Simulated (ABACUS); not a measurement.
# Fe (Im-3m) in ABACUS: notebook

One crystal, Fe, is run at these levels: OLYP, PW91; tasks: equation of state, band structure.

All numbers are computed with ABACUS 3.10.1; they aren't measurements. Logs are shortened: lines on timing, memory, paths and dates and some standing lists are left out, and cuts for length are marked.

**The experiment to reproduce.**

From “Pressure Induced Densification and Compression in a Reprocessed Borosilicate Glass”, 2018, pmc:5793612, for a bulk crystal of Fe: bulk modulus 166.4 GPa.

The runs below are set against these values where they give the same quantity.

## Step 1: The crystal as given

The structure is cubic, space group Im-3m (No. 229). The conventional cell has a = 2.886 Å, b = 2.886 Å, c = 2.886 Å, α = 90.00°, β = 90.00°, γ = 90.00°. Fe (site symmetry m-3m) has 8 Fe at 2.50 Å as nearest neighbours.

## Step 2: Equation of state, OLYP, collinear spin, ferromagnetic start, 11.30 Å³/atom (volume scaled by 0.94)

run_abacus.py

```python
"""ABACUS run from a structure file: ASE reads it, the script writes STRU, KPT and INPUT."""
import re
import subprocess
import spglib
from ase import Atoms
from ase.io import read
from ase.units import Bohr

atoms = read("Fe.cif")
cell, frac, numbers = spglib.standardize_cell((atoms.cell[:], atoms.get_scaled_positions(), atoms.numbers), to_primitive=True, symprec=1e-4)
atoms = Atoms(numbers=numbers, cell=cell, scaled_positions=frac, pbc=True)  # the primitive cell
atoms = atoms[(-atoms.numbers).argsort(kind="stable")]  # ABACUS lists atoms element by element
pseudo = {'Fe': 'Fe.upf'}
orbital = {}
magmoms = [3.0]
kmesh = [10, 10, 10]
params = {
    'suffix': 'Fe',
    'calculation': 'scf',
    'basis_type': 'pw',
    'pseudo_dir': './',
    'symmetry': 1,
    'dft_functional': 'GGA_X_OPTX+GGA_C_LYP',
    'ecutwfc': 119,
    'pseudo_rcut': 10,
    'nspin': 2,
    'nbands': 14,
    'ks_solver': 'dav',
    'smearing_method': 'fd',
    'smearing_sigma': 0.00367493,
    'scf_thr': 1e-08,
    'scf_nmax': 100,
    'mixing_type': 'broyden',
    'mixing_beta': 0.4,
    'cal_force': 1,
    'cal_stress': 1,
    'kpar': 4,
}

symbols = atoms.get_chemical_symbols()
elements = list(dict.fromkeys(symbols))
lines = ["ATOMIC_SPECIES"] + [f"{e} {atoms.get_masses()[symbols.index(e)]:.4f} {pseudo[e]}" for e in elements]
if orbital:
    lines += ["", "NUMERICAL_ORBITAL"] + [orbital[e] for e in elements]
lines += ["", "LATTICE_CONSTANT", f"{1 / Bohr:.10f}", "", "LATTICE_VECTORS"]
lines += [" ".join(f"{x:.10f}" for x in v) for v in atoms.cell]
lines += ["", "ATOMIC_POSITIONS", "Direct"]
for e in elements:
    lines += ["", e, "0.0", str(symbols.count(e))]
    for i, p in enumerate(atoms.get_scaled_positions(wrap=False)):
        if symbols[i] == e:
            mag = "" if magmoms is None else " mag " + " ".join(str(x) for x in (magmoms[i] if isinstance(magmoms[i], list) else [magmoms[i]]))
            lines.append(" ".join(f"{x:.10f}" for x in p) + " 1 1 1" + mag)
open("STRU", "w").write("\n".join(lines) + "\n")
open("KPT", "w").write("K_POINTS\n0\nGamma\n%d %d %d 0 0 0\n" % tuple(kmesh))
open("INPUT", "w").write("INPUT_PARAMETERS\n" + "".join(f"{k:<20s}{v}\n" for k, v in params.items()))

done = subprocess.run(['mpirun', '-np', '4', 'abacus'])
if done.returncode:
    raise SystemExit(done.returncode)
log = open("OUT.Fe/running_scf.log").read()
print("final energy (eV):", re.findall(r"FINAL_ETOT_IS (\S+)", log))
```

Fe.cif

```cif
data_Fe
_cell_length_a 2.82708551
_cell_length_b 2.82708551
_cell_length_c 2.82708551
_cell_angle_alpha 90.00000000
_cell_angle_beta 90.00000000
_cell_angle_gamma 90.00000000
_space_group_name_H-M_alt 'Im-3m'
_space_group_name_Hall '-I 4 2 3'
_space_group_IT_number 229
loop_
_space_group_symop_operation_xyz
'x,y,z'
'-x,-y,-z'
'-y,x,z'
'y,-x,-z'
'-x,-y,z'
'x,y,-z'
'y,-x,z'
'-y,x,-z'
'x,-y,-z'
'-x,y,z'
'-y,-x,-z'
'y,x,z'
'-x,y,-z'
'x,-y,z'
'y,x,-z'
'-y,-x,z'
'z,x,y'
'-z,-x,-y'
'z,-y,x'
'-z,y,-x'
'z,-x,-y'
'-z,x,y'
'z,y,-x'
'-z,-y,x'
'-z,x,-y'
'z,-x,y'
'-z,-y,-x'
'z,y,x'
'-z,-x,y'
'z,x,-y'
'-z,y,x'
'z,-y,-x'
'y,z,x'
'-y,-z,-x'
'x,z,-y'
'-x,-z,y'
'-y,z,-x'
'y,-z,x'
'-x,z,y'
'x,-z,-y'
'-y,-z,x'
'y,z,-x'
'-x,-z,-y'
'x,z,y'
'y,-z,-x'
'-y,z,x'
'x,-z,y'
'-x,z,-y'
'x+1/2,y+1/2,z+1/2'
'-x+1/2,-y+1/2,-z+1/2'
'-y+1/2,x+1/2,z+1/2'
'y+1/2,-x+1/2,-z+1/2'
'-x+1/2,-y+1/2,z+1/2'
'x+1/2,y+1/2,-z+1/2'
'y+1/2,-x+1/2,z+1/2'
'-y+1/2,x+1/2,-z+1/2'
'x+1/2,-y+1/2,-z+1/2'
'-x+1/2,y+1/2,z+1/2'
'-y+1/2,-x+1/2,-z+1/2'
'y+1/2,x+1/2,z+1/2'
'-x+1/2,y+1/2,-z+1/2'
'x+1/2,-y+1/2,z+1/2'
'y+1/2,x+1/2,-z+1/2'
'-y+1/2,-x+1/2,z+1/2'
'z+1/2,x+1/2,y+1/2'
'-z+1/2,-x+1/2,-y+1/2'
'z+1/2,-y+1/2,x+1/2'
'-z+1/2,y+1/2,-x+1/2'
'z+1/2,-x+1/2,-y+1/2'
'-z+1/2,x+1/2,y+1/2'
'z+1/2,y+1/2,-x+1/2'
'-z+1/2,-y+1/2,x+1/2'
'-z+1/2,x+1/2,-y+1/2'
'z+1/2,-x+1/2,y+1/2'
'-z+1/2,-y+1/2,-x+1/2'
'z+1/2,y+1/2,x+1/2'
'-z+1/2,-x+1/2,y+1/2'
'z+1/2,x+1/2,-y+1/2'
'-z+1/2,y+1/2,x+1/2'
'z+1/2,-y+1/2,-x+1/2'
'y+1/2,z+1/2,x+1/2'
'-y+1/2,-z+1/2,-x+1/2'
'x+1/2,z+1/2,-y+1/2'
'-x+1/2,-z+1/2,y+1/2'
'-y+1/2,z+1/2,-x+1/2'
'y+1/2,-z+1/2,x+1/2'
'-x+1/2,z+1/2,y+1/2'
'x+1/2,-z+1/2,-y+1/2'
'-y+1/2,-z+1/2,x+1/2'
'y+1/2,z+1/2,-x+1/2'
'-x+1/2,-z+1/2,-y+1/2'
'x+1/2,z+1/2,y+1/2'
'y+1/2,-z+1/2,-x+1/2'
'-y+1/2,z+1/2,x+1/2'
'x+1/2,-z+1/2,y+1/2'
'-x+1/2,z+1/2,-y+1/2'
loop_
_atom_site_label
_atom_site_type_symbol
_atom_site_symmetry_multiplicity
_atom_site_Wyckoff_symbol
_atom_site_fract_x
_atom_site_fract_y
_atom_site_fract_z
_atom_site_occupancy
Fe1 Fe 2 a 0.0000000000 0.0000000000 0.0000000000 1
```

Potentials or basis: PseudoDojo NC SR 0.5 PBE stringent, plane waves.

The run is started by

```sh
$ OMP_NUM_THREADS=1 python run_abacus.py > log
```

running log:

```text
ABACUS v3.10.1

               Atomic-orbital Based Ab-initio Computation at UStc

 ------------------------------------------------------------------------------------

 READING GENERAL INFORMATION
                           global_out_dir = OUT.Fe/
                           global_in_card = INPUT
                               pseudo_dir = ./
                              orbital_dir =
                                    DSIZE = 4
                                    GSIZE = 1

 READING UNITCELL INFORMATION
                                    ntype = 1
                  lattice constant (Bohr) = 1.88973
              lattice constant (Angstrom) = 1

 READING ATOM TYPE 1
                               atom label = Fe
                      L=0, number of zeta = 1
                      L=1, number of zeta = 1
                      L=2, number of zeta = 1
             number of atom for this type = 1
               magnetization of element 1 = 3

                        TOTAL ATOM NUMBER = 1
DIRECT COORDINATES
    atom                   x                   y                   z     mag                  vx                  vy                  vz
taud_Fe1            0.0000000000        0.0000000000        0.0000000000  3.0000        0.0000000000        0.0000000000        0.0000000000

                          Volume (Bohr^3) = 76.2401
                             Volume (A^3) = 11.2976

 Lattice vectors: (Cartesian coordinate: in unit of a_0)
             -1.41354            +1.41354            +1.41354
             +1.41354            -1.41354            +1.41354
             +1.41354            +1.41354            -1.41354
 Reciprocal vectors: (Cartesian coordinate: in unit of 2 pi/a_0)
                   +0           +0.353721           +0.353721
            +0.353721                  +0           +0.353721
            +0.353721           +0.353721                  +0
 The esolver type has been set to : ksdft_pw

                PAO radial cut off (Bohr) = 10

 Read in pseudopotential file is Fe.upf
                     pseudopotential type = NC
          exchange-correlation functional = PBE
                 nonlocal core correction = 1
                        valence electrons = 16
                                     lmax = 2
                           number of zeta = 4
                     number of projectors = 6
                           L of projector = 0
                           L of projector = 0
                           L of projector = 1
                           L of projector = 1
                           L of projector = 2
                           L of projector = 2
 XC functional updated to : GGA_X_OPTX+GGA_C_LYP
          exchange-correlation functional = GGA_X_OPTX+GGA_C_LYP
     initial pseudo atomic orbital number = 10
 The readin total magnetization is 3

 SETUP THE ELECTRONS NUMBER
            electron number of element Fe = 16
      total electron number of element Fe = 16
            AUTOSET number of electrons:  = 16
                           occupied bands = 8
                                   NBANDS = 14
                                   NLOCAL = 9

%%%%%%%%%%%%%%%%%%%%%%%%%%%%%%%%%%%%%%%%%%%%%%%%%%%%%%%%%%%%%%%%%%%%%%%%%%%%%%%%%%%%%%%%%%%%%%%%%%%%%%%%%%
 Warning: the number of valence electrons in pseudopotential > 8 for Fe: [Ar] 3d6 4s2
 Pseudopotentials with additional electrons can yield (more) accurate outcomes, but may be less efficient.
 If you're confident that your chosen pseudopotential is appropriate, you can safely ignore this warning.
[... 135 lines left out ...]
        1            249           2491

 SETUP NONLOCAL PSEUDOPOTENTIALS IN PLANE WAVE BASIS
 Fe non-local projectors:
 projector 1 L=0
 projector 2 L=0
 projector 3 L=1
 projector 4 L=1
 projector 5 L=2
 projector 6 L=2
      TOTAL NUMBER OF NONLOCAL PROJECTORS = 18

 Init Non-Local PseudoPotential table :
 Init Non-Local-Pseudopotential done.

                                     npwx = 1721

 Make real space PAO into reciprocal space.
       max mesh points in Pseudopotential = 1001
     dq(describe PAO in reciprocal space) = 0.01
                                    max q = 1313

 number of pseudo atomic orbitals for Fe is 4
WARNING: norm of atomic wavefunction # 4 of atomic type Fe is 0.999905, renormalized

 -------------------------------------------
 SELF-CONSISTENT
 -------------------------------------------
                                 init_chg = atomic

 PW ALGORITHM --------------- ION=   1  ELEC=   1--------------------------------
 Notice: Threshold on eigenvalues was too large.
 hsover_error=0.16 > DRHO=0.0119165
 Origin diag ethr = 0.01
 New diag ethr = 7.44783e-05
          total magnetism (Bohr mag/cell) = 2.54423
       absolute magnetism (Bohr mag/cell) = 2.56552
                        nelec for spin up = 9.27211
                      nelec for spin down = 6.72789

 Density error is 0.0117973871931
                          Error Threshold = 7.44783369021e-05
----------------------------------------------------------
     Energy           Rydberg                 eV
----------------------------------------------------------
 E_KohnSham     -253.8104883410      -3453.2688536004
 E_Harris       -253.3048522504      -3446.3893216529
 E_Fermi        1.3598831565         18.5021595427
----------------------------------------------------------
[... 103 lines left out ...]
 Density error is 9.54556389126e-09
                          Error Threshold = 2.87501907761e-10
----------------------------------------------------------
     Energy           Rydberg                 eV
----------------------------------------------------------
 E_KohnSham     -253.8187358445      -3453.3810666417
 E_KS(sigma->0) -253.8184065061      -3453.3765857629
 E_Harris       -253.8189260283      -3453.3836542255
 E_band         -15.6415232995       -212.8138422727
 E_one_elec     -106.0232049480      -1442.5197075146
 E_Hartree      63.6781514768        866.3856981913
 E_xc           -37.0868418677       -504.5923702251
 E_Ewald        -174.3861818288      -2372.6457253358
 E_entropy(-TS) -0.0006586768        -0.0089617575
 E_descf        0.0000000000         0.0000000000
 E_exx          0.0000000000         0.0000000000
 E_Fermi        1.3547700840         18.4325926229
----------------------------------------------------------

 charge density convergence is achieved
 final etot is -3453.3810666 eV
 EFERMI = 18.432592623 eV

 STATE ENERGY(eV) AND OCCUPATIONS    NSPIN == 2
SPIN UP :
 1/12 kpoint (Cartesian) = 0.0000 0.0000 0.0000 (1721 pws)
       1       -69.8167     0.00100000
       2       -35.6139     0.00100000
       3       -35.6139     0.00100000
       4       -35.6139     0.00100000
       5        10.1471     0.00100000
       6        16.0748     0.00100000
       7        16.0748     0.00100000
       8        16.0748     0.00100000
       9        17.3326     0.00100000
      10        17.3326     0.00100000
      11        43.0373        0.00000
      12        43.0373        0.00000
      13        43.0373        0.00000
      14        48.5694        0.00000
[... 66 lines left out ...]
       1       -69.7374     0.00600000
       2       -36.0247     0.00600000
       3       -35.7519     0.00600000
       4       -35.6136     0.00600000
       5        13.5289     0.00600000
       6        15.0025     0.00600000
       7        17.3845     0.00600000
       8        17.5186     0.00600000
       9        18.7337    1.45172e-05
      10        19.0853    1.28555e-08
      11        25.9313    4.41843e-68
      12        36.7379        0.00000
      13        38.9097        0.00000
      14        41.9167        0.00000

[... levels at 18 further k points ...]

------------------------------------------------------------------------------------------
 TOTAL-FORCE (eV/Angstrom)
------------------------------------------------------------------------------------------
                       Fe1         0.0000000000         0.0000000000         0.0000000000
------------------------------------------------------------------------------------------

----------------------------------------------------------------
 TOTAL-STRESS (KBAR)
----------------------------------------------------------------
        18.1661566422         0.0000000000         0.0000000000
         0.0000000000        18.1661566422        -0.0000000000
        -0.0000000000        -0.0000000000        18.1661566422
----------------------------------------------------------------
 TOTAL-PRESSURE: 18.166157 KBAR

 --------------------------------------------
 !FINAL_ETOT_IS -3453.3810666416784443 eV
 --------------------------------------------
```

Run time: 12 s. Hardware: 4 MPI ranks of Intel Xeon Platinum 8488C (Sapphire Rapids), shared host; peak memory 0.36 GiB.

What came out:

```yaml
Free_energy: -3453.3811 eV
Pressure: 1.8 GPa
Band_gap_on_the_k_mesh: none (metal or under the smearing width)
Net_moment: 2.25 μB per cell
Absolute_moment: 2.41 μB per cell
```

Caveat: the potentials were made for another functional, which shifts forces and pressure.

## Step 3: Equation of state, OLYP, collinear spin, ferromagnetic start, 11.78 Å³/atom (volume scaled by 0.98)

run_abacus.py is that of step 2.

Fe.cif, as its differences from that of step 2:

```diff
@@ -1,5 +1,5 @@
 data_Fe
-_cell_length_a 2.82708551
-_cell_length_b 2.82708551
-_cell_length_c 2.82708551
+_cell_length_a 2.86663029
+_cell_length_b 2.86663029
+_cell_length_c 2.86663029
 _cell_angle_alpha 90.00000000
```

Potentials or basis: PseudoDojo NC SR 0.5 PBE stringent, plane waves.

The run is started by

```sh
$ OMP_NUM_THREADS=1 python run_abacus.py > log
```

It took 16 s on 4 MPI ranks of Intel Xeon Platinum 8488C (Sapphire Rapids), shared host; peak memory 0.36 GiB.

It converged, with:

```yaml
Free_energy: -3453.3791 eV
Pressure: -3.1 GPa
Band_gap_on_the_k_mesh: none (metal or under the smearing width)
Net_moment: 2.38 μB per cell
Absolute_moment: 2.57 μB per cell
```

Caveat: the potentials were made for another functional, which shifts forces and pressure.

(Part 1 of 2 ends here.)
